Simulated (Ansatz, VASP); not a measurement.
Al in VASP and in Ansatz

Contents of INCAR:

```
SYSTEM = Al
PREC = Accurate
ENCUT = 520
EDIFF = 1E-7
ISMEAR = -1
SIGMA = 0.05
LREAL = .FALSE.
LASPH = .TRUE.
NELM = 60
ALGO = Normal
ISIF = 2
LWAVE = .FALSE.
LCHARG = .FALSE.
GGA = PE
NBANDS = 10
```

File KPOINTS:

```
Automatic mesh
0
G
  16 16 16
  0 0 0
```

Contents of POSCAR:

```
Al
1.0
   -1.9821913023      1.9821913023      1.0504015506
    1.9821913023     -1.9821913023      1.0504015506
    1.9821913023      1.9821913023     -1.0504015506
Al
2
Direct
   -0.3750000000     -0.1250000000     -0.2500000000
    0.3750000000      0.1250000000      0.2500000000
```

Input for Ansatz:

```yaml
crystal:
  lattice:
    - [-1.9821913023, 1.9821913023, 1.0504015506]
    - [1.9821913023, -1.9821913023, 1.0504015506]
    - [1.9821913023, 1.9821913023, -1.0504015506]
  atoms:
    - { symbol: Al, position: [-0.375, -0.125, -0.25] }
    - { symbol: Al, position: [0.375, 0.125, 0.25] }
kpoints:
  mp_grid: { grid: [16, 16, 16] }
  band_path:
    path:
      - [0.0, 0.0, 0.0]
      - [0.0, 0.0, 0.5]
      - [-0.5, 0.5, 0.5]
      - [0.0, 0.0, 0.0]
      - [0.3202036326, 0.3202036326, -0.3202036326]
      - [-0.3202036326, 0.6797963674, 0.3202036326]
      - [-0.5, 0.5, 0.5]
      - [0.0, 0.0, 0.5]
      - [0.25, 0.25, 0.25]
    npoints: 8
scf:
  occupations: { method: fermi_dirac, width: 0.05 }
hamiltonian:
  xc: pbe
  pseudopotentials: { kind: paw }
output:
  forces: true
  stress: true
  eigenvalues: true
  populations: true
  dos: { projected: true, de: 0.2, e_range: [-14, 8] }
```

Change from the starting cell: volume scaled by 0.43, PAW files.

Alike in both runs: task single point; functional PBE; k mesh 16 × 16 × 16; occupations fermi-dirac, width 0.05 eV; no spin polarisation.

```csv
,VASP,Ansatz
version,VASP 6.6.1,Ansatz 0.2.0
potentials or method,"VASP PAW PBE potentials, release 64 (Al)","PAW with Ansatz's default frozen-core files, scalar-relativistic"
plane-wave cutoff (eV),520,420
valence electrons in the cell,6,6
```

VASP gave:

| Property | Result |
| --- | --- |
| pressure (GPa) | 261.0 |
| largest component of the traceless stress (GPa) | 0.20 |

Task: What did Ansatz give for the same quantities?

Result: Pressure (GPa): 259.2; largest component of the traceless stress (GPa): 0.08.

With one functional, cell and mesh, what is left measures potentials, basis and numerics.

Caveats: the cell as given lies far from equilibrium; so large a pressure means that the cell lies far from this level's equilibrium, or that cutoff or potentials fall short (VASP).
